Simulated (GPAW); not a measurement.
# Mo (Im-3m) in GPAW: notebook

The runs below take Mo through single point, with LDA, SCAN.

Program: GPAW 26.7.0. These are calculated values, not measurements. Logs are shortened: lines on timing, memory, paths and dates and some standing lists are left out, and cuts for length are marked. The log counts tension as positive stress, the text compression.

### 1 The structure

Symmetry: Im-3m, No. 229, cubic system. The conventional cell has a = 3.168 Å, b = 3.168 Å, c = 3.168 Å, α = 90.00°, β = 90.00°, γ = 90.00°. Mo (site symmetry m-3m) is surrounded by 8 Mo at 2.74 Å.

### 2 Single point, LDA

File run.py:

```python
from ase import Atoms
from ase.dft.bandgap import bandgap
from ase.io import write
from ase.units import GPa
from gpaw import GPAW, PW

atoms = Atoms(['Mo'],
              cell=[[-1.5838089719, 1.5838089719, 1.5838089719],
                    [1.5838089719, -1.5838089719, 1.5838089719],
                    [1.5838089719, 1.5838089719, -1.5838089719]],
              scaled_positions=[[0.0, 0.0, 0.0]],
              pbc=True)

calc = GPAW(mode=PW(400),
            xc='LDA',
            kpts={'size': (9, 9, 9), 'gamma': True},
            occupations={'name': 'fermi-dirac', 'width': 0.05},
            nbands=16,
            maxiter=120,
            txt='gpaw.txt')
atoms.calc = calc
energy = atoms.get_potential_energy()
forces = atoms.get_forces()
stress = atoms.get_stress()
calc.write('gs.gpw')
write('result.traj', atoms)
print(f'Energy: {energy:.6f} eV')
print('Forces (eV/A):')
print(forces.round(4))
print('Stress (GPa):', (stress / GPa).round(3))
print('Fermi level:', round(calc.get_fermi_level(), 4), 'eV')
print(f'Gap: {bandgap(calc)[0]:.4f} eV, direct: {bandgap(calc, direct=True)[0]:.4f} eV')
```

Potentials or basis: the program's PAW data sets (release 1.2.1) made for this functional, pw.

The run is started by

```console
OMP_NUM_THREADS=1 python run.py
```

gpaw.txt:

```text
__  _  _
 | _ |_)|_||  |
 |__||  | ||/\| - 26.7.0

Input parameters:
  mode=PW(ecut=400.0),
  kpts=MonkhorstPack(size=(9, 9, 9), gamma=True),
  maxiter=120,
  nbands=16,
  occupations=Occupations(name='fermi-dirac', width=0.05),
  xc=XC(name='LDA')

Diagonalizing LCAO Hamiltonian
Converting LCAO to pw mode

       Mo

Atoms  # Å, Bohr magnetons
|   | symbol |        x |        y |        z |    initial magnetic moments |
|---|--------|----------|----------|----------|-----------------------------|
| 0 |     Mo | 0.000000 | 0.000000 | 0.000000 | ( 0.0000,  0.0000,  0.0000) |

Unit cell  # Å
| periodic |         x |         y |         z |  lengths |     angles |
|----------|-----------|-----------|-----------|----------|------------|
|      yes | -1.583809 |  1.583809 |  1.583809 | 2.743238 | 109.471221 |
|      yes |  1.583809 | -1.583809 |  1.583809 | 2.743238 | 109.471221 |
|      yes |  1.583809 |  1.583809 | -1.583809 | 2.743238 | 109.471221 |

Number of symmetries: 48
Symmetry operations  # r_c * U_cc + t_c -> r_c
|    | kind |            matrix            |
|----|------|------------------------------|
|  0 |  σ   |  1, 1, 1,  0, 0,-1,  0,-1, 0 |
|  1 |  C4  |  1, 1, 1,  0, 0,-1, -1, 0, 0 |
|  2 |  C2  |  1, 1, 1,  0,-1, 0,  0, 0,-1 |
|  3 |  S6  |  1, 1, 1,  0,-1, 0, -1, 0, 0 |
|  4 |  S6  |  1, 1, 1, -1, 0, 0,  0, 0,-1 |
|  5 |  C4  |  1, 1, 1, -1, 0, 0,  0,-1, 0 |
|  6 |  E   |  1, 0, 0,  0, 1, 0,  0, 0, 1 |
|  7 |  σ   |  1, 0, 0,  0, 1, 0, -1,-1,-1 |
|  8 |  σ   |  1, 0, 0,  0, 0, 1,  0, 1, 0 |
|  9 |  C3  |  1, 0, 0,  0, 0, 1, -1,-1,-1 |
| 10 |  C3  |  1, 0, 0, -1,-1,-1,  0, 1, 0 |
| 11 |  σ   |  1, 0, 0, -1,-1,-1,  0, 0, 1 |
| 12 |  σ   |  0, 1, 0,  1, 0, 0,  0, 0, 1 |
| 13 |  C2  |  0, 1, 0,  1, 0, 0, -1,-1,-1 |
| 14 |  C3  |  0, 1, 0,  0, 0, 1,  1, 0, 0 |
| 15 |  S4  |  0, 1, 0,  0, 0, 1, -1,-1,-1 |
| 16 |  S4  |  0, 1, 0, -1,-1,-1,  1, 0, 0 |
| 17 |  C3  |  0, 1, 0, -1,-1,-1,  0, 0, 1 |
| 18 |  C3  |  0, 0, 1,  1, 0, 0,  0, 1, 0 |
| 19 |  S4  |  0, 0, 1,  1, 0, 0, -1,-1,-1 |
| 20 |  σ   |  0, 0, 1,  0, 1, 0,  1, 0, 0 |
| 21 |  C3  |  0, 0, 1,  0, 1, 0, -1,-1,-1 |
| 22 |  C2  |  0, 0, 1, -1,-1,-1,  1, 0, 0 |
| 23 |  S4  |  0, 0, 1, -1,-1,-1,  0, 1, 0 |
| 24 |  C4  |  0, 0,-1,  1, 1, 1,  0,-1, 0 |
| 25 |  σ   |  0, 0,-1,  1, 1, 1, -1, 0, 0 |
| 26 |  S6  |  0, 0,-1,  0,-1, 0,  1, 1, 1 |
| 27 |  C2  |  0, 0,-1,  0,-1, 0, -1, 0, 0 |
| 28 |  C4  |  0, 0,-1, -1, 0, 0,  1, 1, 1 |
| 29 |  S6  |  0, 0,-1, -1, 0, 0,  0,-1, 0 |
| 30 |  S6  |  0,-1, 0,  1, 1, 1,  0, 0,-1 |
| 31 |  C4  |  0,-1, 0,  1, 1, 1, -1, 0, 0 |
| 32 |  C4  |  0,-1, 0,  0, 0,-1,  1, 1, 1 |
| 33 |  S6  |  0,-1, 0,  0, 0,-1, -1, 0, 0 |
| 34 |  σ   |  0,-1, 0, -1, 0, 0,  1, 1, 1 |
| 35 |  C2  |  0,-1, 0, -1, 0, 0,  0, 0,-1 |
| 36 |  C2  | -1, 0, 0,  1, 1, 1,  0, 0,-1 |
| 37 |  S6  | -1, 0, 0,  1, 1, 1,  0,-1, 0 |
| 38 |  S6  | -1, 0, 0,  0, 0,-1,  1, 1, 1 |
| 39 |  C2  | -1, 0, 0,  0, 0,-1,  0,-1, 0 |
| 40 |  C2  | -1, 0, 0,  0,-1, 0,  1, 1, 1 |
| 41 |  i   | -1, 0, 0,  0,-1, 0,  0, 0,-1 |
| 42 |  S4  | -1,-1,-1,  1, 0, 0,  0, 1, 0 |
| 43 |  C3  | -1,-1,-1,  1, 0, 0,  0, 0, 1 |
| 44 |  C3  | -1,-1,-1,  0, 1, 0,  1, 0, 0 |
| 45 |  σ   | -1,-1,-1,  0, 1, 0,  0, 0, 1 |
| 46 |  S4  | -1,-1,-1,  0, 0, 1,  1, 0, 0 |
| 47 |  C2  | -1,-1,-1,  0, 0, 1,  0, 1, 0 |

BZ-sampling:
  Number of BZ points: 729
  Number of IBZ points: 35

  Monkhorst-Pack size: [9, 9, 9]
  Monkhorst-Pack shift: [0, 0, 0]

K-points  # in reciprocal-cell coordinates
|     |                                coordinates |     weight |
|-----|--------------------------------------------|------------|
|   0 | (  0.00000000,   0.00000000,   0.00000000) | 0.00137174 |
|   1 | (  0.11111111,   0.00000000,   0.00000000) | 0.01646091 |
|   2 | (  0.11111111,   0.11111111,  -0.11111111) | 0.00823045 |
|   3 | (  0.22222222,   0.00000000,  -0.11111111) | 0.03292181 |
|   4 | (  0.22222222,   0.00000000,   0.00000000) | 0.01646091 |
|   5 | (  0.22222222,   0.11111111,  -0.11111111) | 0.03292181 |
|   6 | (  0.22222222,   0.22222222,  -0.22222222) | 0.00823045 |
|   7 | (  0.33333333,  -0.11111111,  -0.11111111) | 0.01097394 |
|   8 | (  0.33333333,   0.00000000,  -0.11111111) | 0.06584362 |
|   9 | (  0.33333333,   0.00000000,   0.00000000) | 0.01646091 |
| ... |                                            |            |
|  34 | (  0.44444444,   0.44444444,   0.44444444) | 0.01097394 |

Plane wave coefficients: 321
Cutoff: 400.0 eV

Spin-components: 1 (collinear spins)
Bands:           16
Projectors:      6
Spin-degeneracy: 2
Datatype:        complex128

Parallelization:
  kpt:    1
  domain: 1
  band:   1

Density:
  Valence electrons: 14.0
  Components: 1
  Grid points: [14 14 14]
  Charge: 0.0  # |e|

Potential:
  Grid points: [14 14 14]

species:
  Mo:
    name:    Molybdenum
    Z:       42.0
    valence: 14
    core:    28
    charge:  0.0  # [|e|]
    compensation charges:
      type: gauss
      rc: 0.38  # [Å]
      lmax: 2
    cutoffs:
      filter: 2.16  # [Å]
      core: 1.42  # [Å]
    projectors
    | kind |    occ | energy [eV] | rcut [Å] |
    |------|--------|-------------|----------|
    |   4s |  2.000 |     -64.384 |    1.238 |
    |   5s |  1.000 |      -4.319 |    1.238 |
    |   4p |  6.000 |     -38.595 |    1.296 |
    |   5p |  0.000 |      -1.161 |    1.296 |
    |   4d |  5.000 |      -3.933 |    1.296 |
    |    d |        |      23.278 |    1.296 |

    Using partial waves for Mo as LCAO basis

Reference energy: -110019.813038  # eV

eigensolver:
  PPCG
  Converge bands: occupied
  niter=2

density mixing:
  MSR1-Mixer
  Pratt-step length: 0.05
  Maximum mixing coefficient: 0.75
  Old densities: 10
  SVD Regularization: 0.005
  Good broyden scale: 1.0
  Trust region scale: 1.0
  Backstep threshold: 4.0
  History deletion threshold: 6.0
  Fourier metric: weight=20.0, sigma=0.015

occupation numbers:
  Fermi-Dirac:
    width: 0.0500  # eV

poisson solver:
  ecut: 3200.0  # eV

xc functional:
  name: None

convergence criteria:
- Maximum [total energy] change in last 3 cyles: 0.0005 eV / valence electron
- Maximum integral of absolute [dens]ity change: 0.0001 electrons / valence electron
- Maximum integral of absolute [eigenst]ate change: 4e-08 eV^2 / valence electron
maximum number of iterations: 120

SCF iterations
|iter     | |      energy | eigst |  dens |
|---------|-|-------------|-------|-------|
|iter:   1| |  -13.469244 | +0.21 |       |
|iter:   2| |  -13.287821 | -2.37 | -0.99 |
|iter:   3| |  -12.479187 | -1.46 | -1.03 |
|iter:   4| |  -12.475854 | -3.85 | -1.94 |
|iter:   5| |  -12.475160c| -4.34 | -2.21 |
|iter:   6| |  -12.475164c| -6.91 | -3.69 |
|iter:   7| |  -12.475165c| -7.90c| -4.00 |
|iter:   8| |  -12.475165c| -8.99c| -5.21c|

Converged in 8 steps
Energy contributions relative to reference atoms: (reference = -110019.813038)

Energy contributions:
  Kinetic:         -15.339926
  Coulomb:           9.400744
  Zero:             -0.188399
  External:          0.000000
  Xc:               -6.344838
  Entropy:          -0.005491
  Spinorbit:         0.000000
  ----------------------------
  Free energy:     -12.477911
  Extrapolated:    -12.475165

dipole moment: (-5.942233, -5.942233, -5.942233)  # |e|*Ang

Fermi level: 12.951
Eigenvalues  # (at kpt = [0.000, 0.000, 0.000])
| band index |      eig [eV] | occ [0-2] |
|------------|---------------|-----------|
|          0 |       -48.195 |     2.000 |
|          1 |       -21.587 |     2.000 |
|          2 |       -21.587 |     2.000 |
|          3 |       -21.587 |     2.000 |
|          4 |         5.839 |     2.000 |
|          5 |        11.657 |     2.000 |
[... 8 lines left out ...]
|         14 |        39.021 |     0.000 |
|         15 |        42.367 |     0.000 |

No gap
No difference between direct/indirect transitions

Forces  # eV/Ang
|       x |       y |       z |
|---------|---------|---------|
| 0.00000 | 0.00000 | 0.00000 |  # Mo   0

Stress tensor  # eV/Ang^3
|         x |         y |        z |
|-----------|-----------|----------|
|  0.103377 | -0.000000 | 0.000000 |
| -0.000000 |  0.103377 | 0.000000 |
|  0.000000 |  0.000000 | 0.103377 |

# Writing to gs.gpw (mode='')
```

It took 3.8 s on 1 thread of Arm Neoverse V2, shared host; peak memory 0.12 GiB.

These settings aren't checked as converged: the numbers below hold their error.

Results:

```
Free energy            : -12.4779 eV
Pressure               : -16.6 GPa
Band gap on the k mesh : none (metal or under the smearing width)
```

Caveat: the cutoff is short for stress and forces, so pressures can be off by a GPa or more.

### 3 Single point, SCAN

File run.py:

```python
from ase.dft.bandgap import bandgap
from ase.io import read, write
from ase.units import GPa
from gpaw import GPAW, PW

atoms = read('Mo.cif')

calc = GPAW(mode=PW(500),
            xc='MGGA_X_SCAN+MGGA_C_SCAN',
            kpts={'size': (9, 9, 9), 'gamma': True},
            occupations={'name': 'fermi-dirac', 'width': 0.05},
            nbands=16,
            maxiter=120,
            txt='gpaw.txt')
atoms.calc = calc
energy = atoms.get_potential_energy()
forces = atoms.get_forces()
stress = atoms.get_stress()
calc.write('gs.gpw')
write('result.traj', atoms)
print(f'Energy: {energy:.6f} eV')
print('Forces (eV/A):')
print(forces.round(4))
print('Stress (GPa):', (stress / GPa).round(3))
print('Fermi level:', round(calc.get_fermi_level(), 4), 'eV')
print(f'Gap: {bandgap(calc)[0]:.4f} eV, direct: {bandgap(calc, direct=True)[0]:.4f} eV')
```

File Mo.cif:

```cif
data_Mo
_cell_length_a 2.74323761
_cell_length_b 2.74323761
_cell_length_c 2.74323761
_cell_angle_alpha 109.47122063
_cell_angle_beta 109.47122063
_cell_angle_gamma 109.47122063
_space_group_name_H-M_alt 'P1'
_space_group_name_Hall 'P 1'
_space_group_IT_number 1
loop_
_space_group_symop_operation_xyz
'x,y,z'
loop_
_atom_site_label
_atom_site_type_symbol
_atom_site_symmetry_multiplicity
_atom_site_Wyckoff_symbol
_atom_site_fract_x
_atom_site_fract_y
_atom_site_fract_z
_atom_site_occupancy
Mo1 Mo 1 a 0.0000000000 0.0000000000 0.0000000000 1
```

Potentials or basis: GPAW PAW data sets (gpaw-data 1.2.1), pw.

The run is started by

```console
OMP_NUM_THREADS=1 python run.py
```

It took 12 s on 1 thread of Arm Neoverse V2, shared host; peak memory 0.21 GiB.

It converged, with:

- Free energy: -31.9257 eV
- Pressure: -6.0 GPa
- Band gap on the k mesh: none (metal or under the smearing width)

Levels at points of the mesh, in eV from the Fermi level:
```
           k point  band 5  band 6  band 7  band 8  band 9  band 10
(0.00, 0.00, 0.00)   -7.68   -1.54   -1.51   -1.50    1.94     1.96
```

Caveat: the cutoff is short for stress and forces, so pressures can be off by a GPa or more; the PAW data sets were made with another functional, which shifts forces and pressure a little.
